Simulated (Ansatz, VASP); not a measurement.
K: VASP beside Ansatz

INCAR

```
SYSTEM = K
PREC = Accurate
ENCUT = 520
EDIFF = 1E-7
ISMEAR = -1
SIGMA = 0.1
LREAL = .FALSE.
LASPH = .TRUE.
NELM = 60
ALGO = Normal
ISIF = 2
LWAVE = .FALSE.
LCHARG = .FALSE.
GGA = PS
NBANDS = 10
```

Contents of KPOINTS:

```
Automatic mesh
0
G
  11 11 11
  0 0 0
```

File POSCAR:

```
K
1.0
    0.0000000000      3.1779522832      3.1779522832
    3.1779522832      0.0000000000      3.1779522832
    3.1779522832      3.1779522832      0.0000000000
K
1
Direct
    0.0000000000      0.0000000000      0.0000000000
```

Input for Ansatz:

```yaml
crystal:
  lattice:
    - [0.0, 3.1779522832, 3.1779522832]
    - [3.1779522832, 0.0, 3.1779522832]
    - [3.1779522832, 3.1779522832, 0.0]
  atoms:
    - { symbol: K, position: [0.0, 0.0, 0.0] }
kpoints:
  mp_grid: { grid: [11, 11, 11] }
scf:
  occupations: { method: fermi_dirac, width: 0.1 }
hamiltonian:
  xc: pbesol
  pseudopotentials: { kind: paw }
output:
  forces: true
  stress: true
  eigenvalues: true
  populations: true
```

Change from the starting cell: volume scaled by 0.9, PAW files.

Alike in both runs: task single point; functional PBEsol; k mesh 11 × 11 × 11; occupations fermi-dirac, width 0.1 eV; no spin polarisation.

|  | VASP | Ansatz |
| --- | --- | --- |
| version | VASP 6.6.1 | Ansatz 0.2.0 |
| potentials or method | VASP PAW PBE potentials, release 64 (K_sv) | PAW with Ansatz's default frozen-core files, scalar-relativistic |
| plane-wave cutoff (eV) | 520 | 420 |
| valence electrons in the cell | 9 | 9 |

```csv
,VASP,Ansatz,Ansatz less VASP
pressure (GPa),0.5,0.5,+0.01
```

With one functional, cell and mesh, what is left measures potentials, basis and numerics.

Caveats: the PAW data sets were made with another functional, which shifts forces and pressure a little (VASP).
